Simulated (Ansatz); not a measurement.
**NiAs-type PbSe**

Level of theory: DFT, PBE, scalar-relativistic, no spin polarisation; plane waves to 420 eV with PAW datasets (Ansatz 0.2.0), Γ-centred 8×8×6 mesh, 0.05 eV Gaussian smearing; PAW files: Ansatz's generated set soft_2.

```
CELL_PARAMETERS angstrom
4.30706 0.00000 0.00000
-2.15353 3.73003 0.00000
0.00000 0.00000 7.58808
ATOMIC_POSITIONS crystal
Pb 0.00000 0.00000 0.00000
Pb 0.00000 0.00000 0.50000
Se 0.33333 0.66667 0.25000
Se 0.66667 0.33333 0.75000
```

This is a trial structure; measured cells of the compound in the Crystallography Open Database are in space group Fm-3m (rock salt).

The run above is the reference. The same cell was run again with other input settings; several of them aren't fit for production, so the rows show the settings' effect and aren't properties of the material.

| keys changed | outcome | ΔE (meV/atom) | P (GPa) | gap on the mesh (eV) | cell moment (μB) | largest force component (eV/Å) | SCF iterations | rough core-seconds | new warnings |
| --- | --- | --- | --- | --- | --- | --- | --- | --- | --- |
| none (reference) | converged | 0.0 | 0.0 | 0.12 | – | 0.000 | – | – | – |
| scf.mixing.preconditioner: "kerker_dos" | converged | 0.0 | 0.0 | 0.12 | – | 0.000 | 6 | 7 | – |
| scf.eigensolver.kind: "davidson" | converged | 0.0 | 0.0 | 0.12 | – | 0.000 | 6 | 9 | – |

These changes also left energy (to 0.1 meV/atom), pressure, gap, moment and forces as in the reference: basis.xc_grid: 1 | scf.mixing.algorithm: "msr1"; scf.mixing.beta: 0.1; scf.mixing.ndim: 8 | scf.mixing.algorithm: "msr1"; scf.mixing.beta: 0.9; crystal.symmetry: {"detect": false} | scf.occupations.width: 0.05 → null; scf.occupations.method: "gaussian" → "tetrahedron" | scf.eigensolver.kind: "davidson"; basis.xc_grid: 2.

ΔE is the energy with the smearing extrapolated to zero. It is left out where the change alters the Hamiltonian or the spin treatment. The varied runs start from atomic densities (corrected by the program's trained start where that serves), with the default search for lower states unless a row changes it.

Problem. What happens with these changes: basis.ecutwfc: 420 → "25.7 Ry"?

Solution. outcome converged, ΔE (meV/atom) 1.0, P (GPa) 0.0, gap on the mesh (eV) 0.12, largest force component (eV/Å) 0.000, SCF iterations 6, rough core-seconds 5, new warnings cutoff below recommended.

Changing scf.mixing.preconditioner only steers the path to self-consistency, so the energy stays within 0.5 meV/atom.

Changing scf.eigensolver.kind only steers the path to self-consistency, so the energy stays within 0.5 meV/atom.

For this crystal the k-mesh misses a band edge: under PBE at the relaxed cell a band path gives a gap of zero (metallic) where the mesh alone gives 0.12 eV, so gaps on the mesh are upper bounds.

Of the reference: For elements this heavy, spin–orbit coupling would shift levels and gaps; it isn't included here.
